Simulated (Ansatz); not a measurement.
## Sr in Ansatz: the effect of target pressure

Sr:

```
CELL_PARAMETERS angstrom
0.00000 3.04235 3.04235
3.04235 0.00000 3.04235
3.04235 3.04235 0.00000
ATOMIC_POSITIONS crystal
Sr 0.00000 0.00000 0.00000
```

Alike in all runs:

```yaml
Program: Ansatz 0.2.0
Task: relaxation of cell and atoms
Functional: PBE
Potentials_or_basis: Ansatz PAW
Cutoff: "420 eV (not typed: the program's choice for these potentials)"
k_mesh: 8 × 8 × 8
Occupations: fermi-dirac, width 0.05 eV
Spin: no spin polarisation
```

Each run relaxes the cell or the atoms first.

| target pressure | relaxed volume (Å³/atom) |
| --- | --- |
| 0 GPa | 54.65 |
| 2 GPa | 47.89 |
| 5 GPa | 41.88 |
| 10 GPa | 35.74 |
| 20 GPa | 28.59 |
| 30 GPa | ? |

Task: What does the run with target pressure 30 GPa give?

Result: Relaxed volume 24.45 Å³/atom.

Worked out: A parabola through the other rows of the relaxed volume, of slope 1.31 Å³/atom per GPa there, extrapolates to 35.50 Å³/atom, against the run's 24.45.

Caveats: the plane-wave basis is chosen anew once the cell has moved, so the energies of steps on either side of that aren't comparable; the volume moved by over 15 % at a fixed basis, so the end points are rough (some runs).
